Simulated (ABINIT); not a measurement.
# Bi (Im-3m) in ABINIT: notebook

Aim: see how the results for Bi move with the level of theory and the settings. Levels: PBEsol, BLYP. Tasks: band structure, equation of state.

All numbers are computed with ABINIT 10.8.3 (patched build); they aren't measurements. Logs are shortened: lines on timing, memory, paths and dates and some standing lists are left out, and cuts for length are marked. The log counts tension as positive stress, the text compression.

### 1 Starting point

It takes space group Im-3m (No. 229, cubic). The conventional cell has a = 3.963 Å, b = 3.963 Å, c = 3.963 Å, α = 90.00°, β = 90.00°, γ = 90.00°. Bi (site symmetry m-3m) is surrounded by 8 Bi at 3.43 Å.

This isn't the form of Bi at room conditions, which is rhombohedral.

### 2 Band structure, PBEsol, spin-orbit coupling, no magnetisation

Input file run.abi:

```
# Datasets: ground state, then fixed potential
ndtset 2

# Pseudopotentials
pp_dirpath "./"
pseudos "Bi.GGA_PBE-JTH.xml"

# Structure
acell 3*1.0 Angstrom
rprim
    -1.9814305318     1.9814305318     1.9814305318
     1.9814305318    -1.9814305318     1.9814305318
     1.9814305318     1.9814305318    -1.9814305318
ntypat 1
znucl 83
natom 1
typat 1
xred
     0.0000000000     0.0000000000     0.0000000000

# Plane-wave basis
ecut 22.0
pawecutdg 44.0

# Exchange and correlation
ixc -116133

# Bands and occupations
occopt 3
tsmear 0.00183747

# Spin
nspinor 2
nspden 1
pawspnorb 1

# SCF cycle
nstep 100

# Output
iomode 3
prtwf 0
prteig 0
prtebands 0
enunit 1
prtden1 1
prtvha1 1
prtvclmb1 1
prtpot1 1

# Dataset 1
kptopt1 4
ngkpt1 9 9 9
nshiftk1 1
shiftk1 0.0 0.0 0.0
nband1 24
tolvrs1 1.0e-9

# Dataset 2: bands along G-H-N-G-P-H
iscf2 -2
getden2 1
nband2 36
nbdbuf2 8
tolwfr2 1.0e-11
kptopt2 -5
ndivsm2 6
prteig2 1
prtvol2 -3
kptbounds2
     0.0000000000     0.0000000000     0.0000000000
     0.5000000000    -0.5000000000     0.5000000000
     0.0000000000     0.0000000000     0.5000000000
     0.0000000000     0.0000000000     0.0000000000
     0.2500000000     0.2500000000     0.2500000000
     0.5000000000    -0.5000000000     0.5000000000
```

Potentials or basis: JTH PAW PBE v2.0.

Launch:

```
$ abinit run.abi > log 2>&1
```

run.abo:

```text
.Version 10.8.3 of ABINIT
 DATASET    1 : space group I4 3 2 (#211); Bravais cI (body-center cubic)
================================================================================
 Values of the parameters that define the memory need for DATASET  1.
     intxc =       0    ionmov =       0      iscf =      17    lmnmax =      18
     lnmax =       6     mgfft =      30  mpssoang =       3    mqgrid =    3001
     natom =       1  nloc_mem =       2    nspden =       1   nspinor =       2
    nsppol =       1      nsym =      24    n1xccc =       1    ntypat =       1
    occopt =       3   xclevel =       2
       mpw =        1055          nfft =       27000          nkpt =          39
 PAW method is used; the additional fine FFT grid is defined by:
   mgfftf=        40    nfftf =     64000
================================================================================
================================================================================

 DATASET    2 : space group I4 3 2 (#211); Bravais cI (body-center cubic)
================================================================================
 Values of the parameters that define the memory need for DATASET  2.
     intxc =       0    ionmov =       0      iscf =      -2    lmnmax =      18
     lnmax =       6     mgfft =      30  mpssoang =       3    mqgrid =    3001
     natom =       1  nloc_mem =       2    nspden =       1   nspinor =       2
    nsppol =       1      nsym =      24    n1xccc =       1    ntypat =       1
    occopt =       3   xclevel =       2
       mpw =        1055          nfft =       27000          nkpt =          35
 PAW method is used; the additional fine FFT grid is defined by:
   mgfftf=        40    nfftf =     64000
================================================================================
================================================================================

--------------------------------------------------------------------------------
------------- Echo of variables that govern the present computation ------------
--------------------------------------------------------------------------------
 -outvars: echo values of preprocessed input variables --------
            acell      1.8897261259E+00  1.8897261259E+00  1.8897261259E+00 Bohr
              amu      2.08980370E+02
             ecut      2.20000000E+01 Hartree
           enunit           1
           getden1          0
           getden2          1
             iscf1         17
             iscf2         -2
              ixc     -116133
           jdtset        1    2
           kptopt1          4
           kptopt2         -5
         kptrlatt        9    0    0      0    9    0      0    0    9
          kptrlen1     5.83688121E+01
          kptrlen2     3.00000000E+01
            natom           1
            nband1         24
            nband2         36
           nbdbuf1          0
           nbdbuf2          8
           ndtset           2
           ndivsm1          0
           ndivsm2          6
            ngfft          30      30      30
          ngfftdg          40      40      40
             nkpt1         39
             nkpt2         35
          nspinor           2
            nstep         100
             nsym          24
           ntypat           1
           occopt           3
        pawcpxocc           2
        pawecutdg      4.40000000E+01 Hartree
        pawspnorb           1
         pawxcdev           0
        prtebands           0
           prteig1          0
           prteig2          1
           prtpot1          1
           prtpot2          0
         prtvclmb1          1
         prtvclmb2          0
           prtvha1          1
           prtvha2          0
           prtvol1          0
           prtvol2         -3
            prtwf           0
            rprim     -1.9814305318E+00  1.9814305318E+00  1.9814305318E+00
[... 217 lines left out ...]
 Angles (23,13,12)=  1.09471221E+02  1.09471221E+02  1.09471221E+02 degrees

 Coarse grid specifications (used for wave-functions):

 getcut: wavevector=  0.0000  0.0000  0.0000  ngfft=  30  30  30
         ecut(hartree)=     22.000   => boxcut(ratio)=   2.19082

 Fine grid specifications (used for densities):

 getcut: wavevector=  0.0000  0.0000  0.0000  ngfft=  40  40  40
         ecut(hartree)=     44.000   => boxcut(ratio)=   2.06681
--------------------------------------------------------------------------------

================================================================================
 Non-SCF case, kpt    1 (  0.00000  0.00000  0.00000), residuals and eigenvalues=
  2.80E-12  3.50E-12  6.66E-12  8.83E-12  3.86E-12  7.17E-12  3.15E-12  3.48E-12
  5.55E-12  8.72E-12  3.31E-12  4.97E-12  9.00E-12  7.82E-12  4.57E-12  6.12E-12
  8.78E-12  9.70E-12  3.98E-12  8.56E-12  6.18E-12  6.92E-12  4.88E-12  5.10E-12
  4.64E-12  4.93E-12  4.85E-12  7.84E-12  4.14E-12  7.33E-12  5.73E-12  9.22E-12
  4.86E-12  3.93E-12  2.85E-12  8.09E-12
 -6.1513E-01 -6.1513E-01 -6.1513E-01 -6.1513E-01 -5.0864E-01 -5.0864E-01
 -5.0529E-01 -5.0529E-01 -5.0529E-01 -5.0529E-01 -2.1094E-01 -2.1094E-01
  3.8006E-01  3.8006E-01  5.1280E-01  5.1280E-01  5.1280E-01  5.1280E-01
  6.1882E-01  6.1882E-01  6.7303E-01  6.7303E-01  6.7303E-01  6.7303E-01
  6.7303E-01  6.7303E-01  7.0960E-01  7.0960E-01  7.0960E-01  7.0960E-01
[... 395 lines left out ...]
  8.7840E-01  8.7840E-01  9.2334E-01  9.2334E-01  9.4544E-01  9.4544E-01
  1.0756E+00  1.0756E+00  1.0774E+00  1.0774E+00  1.1002E+00  1.1002E+00
 Non-SCF case, kpt   35 (  0.50000 -0.50000  0.50000), residuals and eigenvalues=
  3.49E-12  6.19E-12  5.60E-12  8.45E-12  4.67E-12  6.24E-12  5.91E-12  8.68E-12
  3.20E-12  9.71E-12  1.92E-12  7.02E-12  2.08E-12  1.21E-12  4.80E-12  5.81E-12
  6.85E-12  9.80E-12  5.79E-12  5.35E-12  9.37E-12  9.09E-12  4.09E-12  7.87E-12
  2.72E-12  3.06E-12  8.12E-12  8.64E-12  7.55E-11  8.87E-11  3.41E-11  5.04E-11
  9.44E-10  1.80E-09  2.91E-09  5.66E-09
 -6.1334E-01 -6.1334E-01 -6.1334E-01 -6.1334E-01 -5.0563E-01 -5.0563E-01
 -5.0563E-01 -5.0563E-01 -5.0035E-01 -5.0035E-01 -2.0382E-02 -2.0382E-02
  1.6755E-01  1.6755E-01  2.3894E-01  2.3894E-01  2.3894E-01  2.3894E-01
  4.1448E-01  4.1448E-01  4.1448E-01  4.1448E-01  8.6369E-01  8.6369E-01
  9.0017E-01  9.0017E-01  9.5818E-01  9.5818E-01  9.5818E-01  9.5818E-01
  1.0586E+00  1.0586E+00  1.0586E+00  1.0586E+00  1.0707E+00  1.0707E+00

--- !ResultsGS
iteration_state: {dtset: 2, }
comment   : Summary of ground state results
lattice_vectors:
- [ -3.7443610,   3.7443610,   3.7443610, ]
- [  3.7443610,  -3.7443610,   3.7443610, ]
- [  3.7443610,   3.7443610,  -3.7443610, ]
lattice_lengths: [   6.48542,    6.48542,    6.48542, ]
lattice_angles: [109.471, 109.471, 109.471, ] # degrees, (23, 13, 12)
lattice_volume:   2.0998736E+02
convergence: {deltae:  0.000E+00, res2:  0.000E+00, residm:  9.975E-12, diffor:  0.000E+00, }
etotal    :  -7.22218084E+01
entropy   :   0.00000000E+00
fermie    :   2.75149209E-01
cartesian_stress_tensor: null
pressure_GPa: null
xred      :
- [  0.0000E+00,   0.0000E+00,   0.0000E+00, Bi]
cartesian_forces: null
force_length_stats: {min: null, max: null, mean: null, }
...

 Integrated electronic density in atomic spheres:
 ------------------------------------------------
 Atom  Sphere_radius  Integrated_density
    1        2.41231         12.19030314

================================================================================

 ----iterations are completed or convergence reached----

 Mean square residual over all n,k,spin=   56.252E-13; max=  99.755E-13
 reduced coordinates (array xred) for    1 atoms
       0.000000000000      0.000000000000      0.000000000000

 cartesian coordinates (angstrom) at end:
    1      0.00000000000000     0.00000000000000     0.00000000000000
 length scales=  1.889726125908  1.889726125908  1.889726125908 bohr
              =  1.000000000000  1.000000000000  1.000000000000 angstroms
 Eigenvalues (   eV  ) for nkpt=  35  k points:
 kpt#   1, nband= 36, wtk=  1.00000, kpt=  0.0000  0.0000  0.0000 (reduced coord)
 -16.73857  -16.73857  -16.73857  -16.73857  -13.84086  -13.84086  -13.74952  -13.74952
 -13.74952  -13.74952   -5.73995   -5.73995   10.34197   10.34197   13.95395   13.95395
  13.95395   13.95395   16.83899   16.83899   18.31421   18.31421   18.31421   18.31421
  18.31421   18.31421   19.30922   19.30922   19.30922   19.30922   19.71510   19.71510
  20.53492   20.53492   20.53492   20.53492
 kpt#   2, nband= 36, wtk=  1.00000, kpt=  0.0625 -0.0625  0.0625 (reduced coord)
 -16.73665  -16.73665  -16.73551  -16.73551  -13.83386  -13.83386  -13.75033  -13.75033
 -13.74658  -13.74658   -5.59765   -5.59765    9.88644    9.88644   12.81122   12.81122
  13.41367   13.41367   17.17548   17.17548   17.70600   17.70600   17.89418   17.89418
  17.97323   17.97323   19.53065   19.53065   20.55882   20.55882   20.92892   20.92892
  21.17180   21.17180   21.92013   21.92013
 kpt#   3, nband= 36, wtk=  1.00000, kpt=  0.1250 -0.1250  0.1250 (reduced coord)
 -16.73121  -16.73121  -16.72729  -16.72729  -13.81339  -13.81339  -13.75243  -13.75243
 -13.73993  -13.73993   -5.17524   -5.17524    8.75359    8.75359   11.10666   11.10666
  12.11797   12.11797   15.63317   15.63317   17.63457   17.63457   18.04137   18.04137
  19.15692   19.15692   19.77087   19.77087   22.51519   22.51519   23.15870   23.15870
[... 179 lines left out ...]
  23.65296   23.65296   24.49362   24.49362   25.10385   25.10385   30.01382   30.01382
  30.14002   30.14002   30.84506   30.84506
 kpt#  34, nband= 36, wtk=  1.00000, kpt=  0.4643 -0.3929  0.4643 (reduced coord)
 -16.69239  -16.69239  -16.68924  -16.68924  -13.76294  -13.76294  -13.75240  -13.75240
 -13.62502  -13.62502   -0.78721   -0.78721    4.56801    4.56801    6.22587    6.22587
   6.85922    6.85922   11.74902   11.74902   11.81463   11.81463   22.61860   22.61860
  23.90261   23.90261   25.12526   25.12526   25.72683   25.72683   29.26844   29.26844
  29.31771   29.31771   29.93733   29.93733
 kpt#  35, nband= 36, wtk=  1.00000, kpt=  0.5000 -0.5000  0.5000 (reduced coord)
 -16.68976  -16.68976  -16.68976  -16.68976  -13.75899  -13.75899  -13.75899  -13.75899
 -13.61516  -13.61516   -0.55462   -0.55462    4.55927    4.55927    6.50195    6.50195
   6.50195    6.50195   11.27857   11.27857   11.27857   11.27857   23.50207   23.50207
  24.49481   24.49481   26.07335   26.07335   26.07335   26.07335   28.80596   28.80596
  28.80596   28.80596   29.13495   29.13495

== END DATASET(S) ==============================================================
================================================================================

 -outvars: echo values of variables after computation  --------
            acell      1.8897261259E+00  1.8897261259E+00  1.8897261259E+00 Bohr
           etotal1    -7.2221808407E+01
            fcart1    -0.0000000000E+00 -0.0000000000E+00 -0.0000000000E+00
            rprim     -1.9814305318E+00  1.9814305318E+00  1.9814305318E+00
                       1.9814305318E+00 -1.9814305318E+00  1.9814305318E+00
                       1.9814305318E+00  1.9814305318E+00 -1.9814305318E+00
           strten1     2.3466382450E-05  2.3466382450E-05  2.3466382450E-05
                       0.0000000000E+00  0.0000000000E+00  0.0000000000E+00
 Calculation completed.
```

It took 2.8 min on 1 thread of Arm Neoverse V1, shared host; peak memory 0.14 GiB.

Results:

| Property | Result |
| --- | --- |
| Free energy | -1965.2555 eV |
| Pressure | -0.7 GPa |
| Band gap on the k mesh | none (metal or under the smearing width) |
| Valence electrons inside the program's atomic spheres | Bi 12.19 (radii [1.2765] Å) |

Levels at the corners of the path, in eV from the Fermi level:
```tsv
point	band 12	band 13	band 14	band 15	band 16	band 17
Γ	-13.23	2.85	2.85	6.47	6.47	6.47
H	-8.04	-2.93	-2.93	-0.99	-0.99	-0.99
N	-10.15	-5.00	-5.00	1.44	1.44	3.93
Γ	-13.23	2.85	2.85	6.47	6.47	6.47
P	-9.62	-3.14	-3.14	-1.67	-1.67	-1.67
H	-8.04	-2.93	-2.93	-0.99	-0.99	-0.99
```

Caveat: the PAW data sets were made with another functional, which shifts forces and pressure a little.

### 3 Equation of state, PBEsol

Input file run.abi:

```
ndtset 7
getwfk -1
scalecart1 3*0.9795861087
scalecart2 3*0.9864848297
scalecart3 3*0.9932883884
scalecart4 3*1.0000000000
scalecart5 3*1.0066227096
scalecart6 3*1.0131594038
scalecart7 3*1.0196128224

pp_dirpath "./"
pseudos "Bi.GGA_PBE-JTH.xml"

acell 3.4319383527 3.4319383527 3.4319383527 Angstrom
rprim
    -0.5773502692     0.5773502692     0.5773502692
     0.5773502692    -0.5773502692     0.5773502692
     0.5773502692     0.5773502692    -0.5773502692
ntypat 1
znucl 83
natom 1
typat 1
xred
     0.0000000000     0.0000000000     0.0000000000

ecut 816.341587 eV
pawecutdg 52.0

kptopt 1
ngkpt 9 9 9
nshiftk 1
shiftk 0.0 0.0 0.0

ixc -116133

nband 12
occopt 3
tsmear 0.00183747

nstep 100
tolvrs 1.0e-9

iomode 3
prtwf 1
prtden 0
prteig 0
prtebands 0
enunit 1
```

Potentials or basis: JTH PAW PBE v2.0.

Launch:

```
$ abinit run.abi > log 2>&1
```

It took 2.3 min on 1 thread of Arm Neoverse V1, shared host; peak memory 0.16 GiB.

Results (log left out):

```yaml
Equilibrium_volume: 30.06 Å³/atom
Bulk_modulus: 61 GPa
Pressure_derivative_of_the_bulk_modulus: 4.7
```

Energy against volume, from the lowest point:
| volume (Å³/atom) | energy (meV/atom) |
| --- | --- |
| 29.250 | 4.07 |
| 29.872 | 0.00 |
| 30.495 | 0.92 |
| 31.117 | 6.38 |
| 31.739 | 15.85 |
| 32.362 | 28.87 |
| 32.984 | 44.99 |

Caveat: pressures at fixed basis lie under the slope of the energies; the PAW data sets were made with another functional, which shifts forces and pressure a little; spin-orbit coupling is left out, which moves the levels of the heavy elements.

[end of part 1 of 2]
